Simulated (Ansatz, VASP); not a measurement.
# Ag: VASP beside Ansatz

```
CELL_PARAMETERS angstrom
2.82888 0.00000 0.00000
-1.41444 2.44988 0.00000
0.00000 0.00000 4.62469
ATOMIC_POSITIONS crystal
Ag 0.33333 0.66667 0.25000
Ag 0.66667 0.33333 0.75000
```

This isn't the form of Ag at room conditions, which is fcc.

Alike in both runs: task single point; functional PBEsol; k mesh 9 × 9 × 5; occupations gaussian, width 0.15 eV; no spin polarisation.

|  | VASP | Ansatz |
| --- | --- | --- |
| version | VASP 6.6.1 | Ansatz 0.2.0 |
| potentials or method | VASP PAW PBE potentials, release 64 (Ag) | plane waves, PAW |
| plane-wave cutoff (eV) | 520 | 500 |
| valence electrons in the cell | 22 | 38 |

```tsv
	VASP	Ansatz	Ansatz less VASP
pressure (GPa)	4.7	5.0	+0.29
largest component of the traceless stress (GPa)	1.36	1.37	+0.007
```

The two sets of potentials don't hold the same shells in valence.

Caveats: the PAW data sets were made with another functional, which shifts forces and pressure a little (VASP).
